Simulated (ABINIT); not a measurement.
Runs of ABINIT 10.8.3 (patched build) on AlN. Symmetry: F-43m, No. 216, cubic system. Conventional cell: a = 4.368 Å, b = 4.368 Å, c = 4.368 Å, α = 90.00°, β = 90.00°, γ = 90.00°. Around Al (site symmetry -43m) lie 4 N at 1.89 Å. Around N (site symmetry -43m) lie 4 Al at 1.89 Å. Measurements of this composition are mostly on another form, of space group No. 186.

```tsv
level	potentials or basis	k mesh	cutoff (eV)	smearing	fine-grid cutoff	most SCF steps	gap on the mesh (eV)	pressure (GPa)
r2SCAN	PseudoDojo NC SR PBE v0.4.1 standard	10 × 10 × 10	1361	fermi-dirac 0.05 eV	-	-	3.87	(b)
r2SCAN	JTH PAW PBE v2.0	10 × 10 × 10	844	fermi-dirac 0.05 eV	1442.2 eV	-	(c)	3.3
r2SCAN	Ansatz NC r2SCAN	10 × 10 × 10	1497	fermi-dirac 0.05 eV	-	-	3.95	-0.1
r2SCAN	SG15 NC PBE v1.2	10 × 10 × 10	1306	fermi-dirac 0.05 eV	-	-	3.92	(a)
HSE06	PseudoDojo NC SR PBE v0.4.1 standard	8 × 8 × 8	952	fixed	-	60	4.59	-0.2
```

Alike in all rows: task single point; no spin polarisation; cell as given.

Task: Fill in the values left out.

Result: (a) 1.4; (b) 3.6; (c) 3.90.

Caveats: the potentials were made for another functional, which shifts forces and pressure (some runs); a meta-GGA on potentials with a model core is unreliable (some runs); the PAW data sets were made with another functional, which shifts forces and pressure a little (some runs); Libxc's HSE differs a little from that of other programs (some runs).

A k mesh can miss the band edges.

The runs don't all hold the same shells in valence.

Runs at the PBE level aren't shown here.
